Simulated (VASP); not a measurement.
Crystal: TaC.

```
CELL_PARAMETERS angstrom
0.00000 2.23390 2.23390
2.23390 0.00000 2.23390
2.23390 2.23390 0.00000
ATOMIC_POSITIONS crystal
Ta 0.00000 0.00000 0.00000
C 0.50000 0.50000 0.50000
```

The cell is a database's computed one.

```yaml
Program: VASP 6.6.1
Task: relaxation of cell and atoms
Functional: PBEsol
Potentials_or_basis: VASP PAW PBE potentials, release 64 (Ta_pv, C)
Cutoff: 600 eV
k_mesh: 16 × 16 × 16
Occupations: gaussian, width 0.1 eV
Spin: no spin polarisation
```

At the start: pressure -5.6 GPa; volume 11.15 Å³/atom.

**Question.** How do energy, volume and symmetry change on relaxing?

**Answer.** Over 4 steps the energy falls by 3.3 meV/atom and the volume is 10.96 Å³/atom (-1.7 %); space group Fm-3m (No. 225, to 0.05 Å).

The path:
```csv
step,energy change (eV),largest force (eV/Å),pressure (GPa),volume (Å³)
1,0.0000,0.0000,-5.58,22.30
2,0.0322,0.0000,15.00,21.07
3,-0.0066,0.0000,-0.08,21.93
4,-0.0066,0.0000,0.03,21.92
```

Final structure:
```yaml
crystal:
  lattice:
    - [0.00000, 2.22137, 2.22137]
    - [2.22137, 0.00000, 2.22137]
    - [2.22137, 2.22137, 0.00000]
  atoms:
    - { symbol: Ta, position: [0.00000, 0.00000, 0.00000] }
    - { symbol: C, position: [0.50000, 0.50000, 0.50000] }
```

Caveat: the PAW data sets were made with another functional, which shifts forces and pressure a little.
